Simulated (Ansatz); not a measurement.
Born–Oppenheimer molecular dynamics of a 20-atom Si cell at 19.43 Å³/atom, computed with Ansatz: Langevin thermostat at 300 K, 100 steps of 3.0 fs, friction 0.015 1/fs. The run is short and the cell small, so it isn't an equilibrium average.

```yaml
crystal:
  lattice:
    - [7.281286, 0.013844, -0.243129]
    - [0.013844, 7.471599, -0.0584]
    - [-0.243129, -0.0584, 7.152354]
  atoms:
    - { symbol: Si, position: [0.0897749803, 0.0708678119, 0.444389015] }
    - { symbol: Si, position: [0.1276810847, 0.4886253844, 0.756227109] }
    - { symbol: Si, position: [0.6849446349, 0.9679951611, 0.0250710543] }
    - { symbol: Si, position: [0.9500041485, 0.1456346474, 0.1065275734] }
    - { symbol: Si, position: [0.5577259215, 0.8435480773, 0.2805738551] }
    - { symbol: Si, position: [0.9090644756, 0.9442010806, 0.6410417599] }
    - { symbol: Si, position: [0.1067776617, 0.8153837034, 0.8641885304] }
    - { symbol: Si, position: [0.8234902994, 0.5148539749, 0.6756606564] }
    - { symbol: Si, position: [0.5071757479, 0.3731939302, 0.6844592771] }
    - { symbol: Si, position: [0.4927761407, 0.0953374875, 0.4866297873] }
    - { symbol: Si, position: [0.4356528696, 0.6238402423, 0.9800223145] }
    - { symbol: Si, position: [0.7904803455, 0.2083461793, 0.7668218648] }
    - { symbol: Si, position: [0.4380679111, 0.9996118397, 0.7960083338] }
    - { symbol: Si, position: [0.1841618563, 0.4131950634, 0.1425579409] }
    - { symbol: Si, position: [0.9990398112, 0.6500042634, 0.1969458518] }
    - { symbol: Si, position: [0.7906444972, 0.7015906354, 0.4220664259] }
    - { symbol: Si, position: [0.7473705127, 0.6696072401, 0.9398204419] }
    - { symbol: Si, position: [0.2421713445, 0.3580036186, 0.4664388699] }
    - { symbol: Si, position: [0.2034584838, 0.8885641788, 0.1964146334] }
    - { symbol: Si, position: [0.1894951258, 0.2156483772, 0.8691508373] }
  symmetry: { detect: false }
basis:
  ecutwfc: 420
  xc_grid: 1
kpoints:
  mp_grid: { grid: [1, 1, 1], shift: [0.25, 0.25, 0.25] }
hamiltonian:
  xc: pbe
scf:
  occupations: { method: fermi_dirac, width: 0.05 }
  lower_state_search: "off"
  convergence: { dr2_threshold: 1.0e-05 }
output:
  forces: true
  stress: true
md:
  timestep: 3.0
  n_steps: 100
  ensemble: nvt_langevin
  friction: 0.015
  temperature: 300.0
  initial_velocities: maxwell_boltzmann
  seed: 75846
```

```bash
ansatz run input.yaml --threads 2 --pin off --max-ram 5120MiB --backend cpu --events-out ev --progress --plain --runs-dir out
```

Theory: Ansatz, DFT PBE, scalar-relativistic, plane waves, PAW.

6 frames, positions in Å (not wrapped into the cell) and forces in eV/Å:

```xyz
20
Lattice="7.281 0.014 -0.243 0.014 7.472 -0.058 -0.243 -0.058 7.152" Properties=species:S:1:pos:R:3:forces:R:3 pbc="T T T" time_fs=0.0 temperature_K=285 free_energy_over_first_frame_eV=0.000
Si    0.547    0.505    3.152    1.380    1.170   -1.890
Si    0.753    3.608    5.349    1.030    1.550   -0.750
Si    4.995    7.240   -0.044   -0.070   -0.140   -0.270
Si    6.893    1.095    0.522    0.390    0.420    0.030
Si    4.004    6.294    1.822   -2.830    0.880   -1.160
Si    6.476    7.030    4.309   -1.310   -0.450   -0.560
Si    0.579    6.043    6.107    1.430   -0.540    0.880
Si    5.839    3.819    4.602   -1.040   -0.170   -0.400
Si    3.532    2.755    4.750   -0.200   -0.290    0.420
Si    3.471    0.691    3.355    0.170   -0.160    0.520
Si    2.942    4.610    6.867   -0.970   -0.190    0.400
Si    5.572    1.523    5.280   -0.420   -0.550    0.440
Si    3.010    7.428    5.528   -0.960    0.220   -0.070
Si    1.312    3.081    0.951    1.180   -0.380   -0.130
Si    7.235    4.859    1.128   -1.270    0.360   -0.450
Si    5.664    5.228    2.786    1.460   -0.110    0.940
Si    5.223    4.958    6.501    0.700    0.060    0.760
Si    1.655    2.651    3.256    0.100   -0.620    0.090
Si    1.446    6.630    1.303    0.790    0.390    0.440
Si    1.171    1.563    6.158    0.440   -1.420    0.740
20
Lattice="7.281 0.014 -0.243 0.014 7.472 -0.058 -0.243 -0.058 7.152" Properties=species:S:1:pos:R:3:forces:R:3 pbc="T T T" time_fs=60.0 temperature_K=585 free_energy_over_first_frame_eV=-1.327
Si    0.611    0.684    2.773   -0.250    0.470    1.100
Si    0.980    3.676    5.080   -0.760   -0.780    0.030
Si    4.945    7.217   -0.030   -0.240   -0.610   -0.330
Si    6.843    1.319    0.445   -0.190   -0.010    0.250
Si    3.723    6.233    1.697    0.550   -0.070   -0.010
Si    6.588    7.146    4.185   -0.220   -0.140   -0.220
Si    0.939    6.051    6.081   -0.160   -0.530   -0.060
Si    5.741    3.631    4.628    0.640    0.520   -0.520
Si    3.429    2.777    4.961    0.450   -0.220    0.480
Si    3.402    0.552    3.340    0.100    0.220    0.500
Si    2.823    4.467    7.004    0.820    0.210   -0.200
Si    5.356    1.348    5.489   -0.270    0.240   -0.990
Si    2.861    7.290    5.416    0.130    0.400    0.230
Si    1.460    3.149    0.979   -0.070    0.200   -0.060
Si    7.149    4.927    1.142   -0.750   -0.390   -0.210
Si    5.599    5.321    2.936    0.530   -0.040    0.100
Si    5.304    4.986    6.438    0.160   -0.190    0.850
Si    1.969    2.537    3.143   -0.060    0.000    0.010
Si    1.482    6.618    1.280   -0.380   -0.260   -0.480
Si    1.222    1.337    6.429   -0.040    0.990   -0.480
20
Lattice="7.281 0.014 -0.243 0.014 7.472 -0.058 -0.243 -0.058 7.152" Properties=species:S:1:pos:R:3:forces:R:3 pbc="T T T" time_fs=120.0 temperature_K=413 free_energy_over_first_frame_eV=-1.663
Si    0.676    0.816    2.798   -0.270   -0.310   -0.120
Si    0.776    3.294    4.992    0.370    0.660   -0.240
Si    4.942    6.976   -0.074    0.170    0.190   -0.230
Si    6.665    1.327    0.491    0.510   -0.470   -0.470
Si    3.629    6.265    1.715    0.630   -0.290    0.330
Si    6.679    7.044    4.126    1.040    0.190   -0.110
Si    0.927    5.802    5.948   -0.020    0.000    0.000
Si    5.796    3.663    4.528   -0.550    0.000   -0.340
Si    3.522    2.693    5.347    0.220    0.330    0.030
Si    3.687    0.539    3.469   -0.040    0.010   -0.330
Si    2.940    4.577    6.931   -0.580   -0.270    0.570
Si    5.358    1.206    5.221    0.060   -0.020    0.170
Si    2.828    7.537    5.529    0.180   -0.670    0.230
Si    1.591    3.338    1.158    0.800   -1.030   -0.350
Si    6.999    4.683    1.090    1.130    0.310    0.340
Si    5.782    5.327    2.869   -1.590   -0.130    0.260
Si    5.296    4.646    6.541   -0.020    0.730   -0.440
Si    2.334    2.476    3.269   -0.720    0.120   -0.740
Si    1.252    6.537    1.197   -0.440    0.410    0.170
Si    1.214    1.560    6.453   -0.870    0.270    1.280
20
Lattice="7.281 0.014 -0.243 0.014 7.472 -0.058 -0.243 -0.058 7.152" Properties=species:S:1:pos:R:3:forces:R:3 pbc="T T T" time_fs=180.0 temperature_K=376 free_energy_over_first_frame_eV=-1.751
Si    0.531    0.869    2.790    0.120    0.560   -0.860
Si    0.806    3.496    5.051   -0.520    0.850   -0.980
Si    4.998    6.950   -0.159   -1.600   -0.830   -0.200
Si    6.688    0.863    0.361    1.460    1.280   -0.020
Si    3.693    6.109    1.696   -0.190    1.460    0.390
Si    6.961    6.945    4.042   -0.630    0.080    0.450
Si    0.930    5.711    5.907    0.530    0.270    0.940
Si    5.684    3.719    4.413    0.770   -0.130    0.290
Si    3.618    2.944    5.323   -0.700   -0.370    0.320
Si    3.673    0.447    3.378   -0.060    0.710    0.420
Si    2.970    4.598    7.210    0.290   -0.630   -1.300
Si    5.475    1.282    4.911   -0.120   -0.600   -0.530
Si    2.934    7.658    5.537   -0.080    0.030    0.190
Si    1.859    3.208    1.210   -0.900    0.020   -0.910
Si    7.184    4.588    1.282   -0.210    0.370   -0.200
Si    5.590    5.449    2.862    0.730   -0.780    0.000
Si    5.350    4.579    6.654    0.280    0.310   -0.040
Si    2.224    2.449    3.278    0.320   -0.820    1.180
Si    1.056    6.627    1.196    0.390   -0.510   -0.230
Si    1.081    1.792    6.488    0.100   -1.230    1.090
20
Lattice="7.281 0.014 -0.243 0.014 7.472 -0.058 -0.243 -0.058 7.152" Properties=species:S:1:pos:R:3:forces:R:3 pbc="T T T" time_fs=240.0 temperature_K=332 free_energy_over_first_frame_eV=-2.476
Si    0.334    0.944    2.660    0.200    0.100   -0.500
Si    0.864    3.589    5.004   -0.100   -0.120    0.430
Si    4.753    6.933   -0.097    0.160   -0.240   -0.160
Si    6.775    0.803    0.045    0.030   -0.030    0.340
Si    3.615    6.339    1.894    0.730   -0.970   -0.750
Si    6.959    6.858    4.052   -0.140   -0.520   -0.250
Si    0.967    5.807    6.106    0.270    0.210   -0.300
Si    5.782    3.644    4.501    0.170   -0.060   -0.170
Si    3.639    2.832    5.439   -0.140   -0.110   -0.030
Si    3.618    0.584    3.512    0.380    0.420   -0.280
Si    3.074    4.474    7.191    0.290    0.210    0.140
Si    5.600    1.198    4.655    0.150    0.510    0.030
Si    2.837    7.708    5.540   -0.100   -0.530    0.860
Si    1.751    3.206    1.220    0.390   -0.240   -0.130
Si    7.265    4.696    1.115   -0.060    0.300    0.990
Si    5.618    5.232    2.768    0.240    0.170    0.420
Si    5.482    4.703    6.634   -0.790    0.180   -0.920
Si    2.233    2.452    3.323   -0.480   -0.130    0.240
Si    1.322    6.604    1.258   -0.860    0.630    0.280
Si    1.211    1.764    6.541   -0.340    0.220   -0.250
20
Lattice="7.281 0.014 -0.243 0.014 7.472 -0.058 -0.243 -0.058 7.152" Properties=species:S:1:pos:R:3:forces:R:3 pbc="T T T" time_fs=300.0 temperature_K=297 free_energy_over_first_frame_eV=-2.489
Si    0.104    1.131    2.650   -0.100   -0.740   -0.020
Si    0.869    3.675    5.168    1.070   -0.740   -0.070
Si    4.731    7.018   -0.159    0.060   -0.480    0.430
Si    6.808    0.610    0.123    0.170    0.500    0.270
Si    3.732    6.223    1.846   -0.080    0.320    0.040
Si    6.861    6.866    4.032    0.380    0.210   -0.180
Si    0.948    5.885    6.034    0.170    0.280    0.340
Si    5.910    3.631    4.634   -0.910   -0.040   -0.160
Si    3.653    2.796    5.604   -0.080   -0.250   -0.170
Si    3.597    0.604    3.633   -0.130   -0.260   -0.880
Si    3.140    4.530    7.215   -0.460   -0.430    0.750
Si    5.535    1.305    4.639    0.520   -0.110    0.090
Si    2.705    7.505    5.591   -0.260   -0.030    0.130
Si    1.817    3.134    1.245   -0.120    0.360   -0.720
Si    7.234    4.721    1.279    0.200   -0.200    0.170
Si    5.641    5.202    2.986   -0.350    0.230   -0.540
Si    5.445    4.777    6.690   -0.010   -0.080   -0.130
Si    2.041    2.311    3.370   -0.240    0.690    0.690
Si    1.263    6.648    1.447   -0.100   -0.140   -0.190
Si    1.084    1.678    6.537    0.280    0.920    0.140
```

Over the second half the temperature averages 338 K and the pressure (kinetic part included, positive in compression) 1.2 GPa. Mean square displacements at the end: Si 0.22 Å² (from the start of this run, the atoms' common shift taken off).

One k point is coarse for so small a cell, so forces and above all the pressure are rough.

It took 3.7 min on 2 threads of Intel(R) Xeon(R) Processor @ 2.50GHz (Skylake/Cascade Lake), with other jobs on the host, peak memory 0.44 GiB.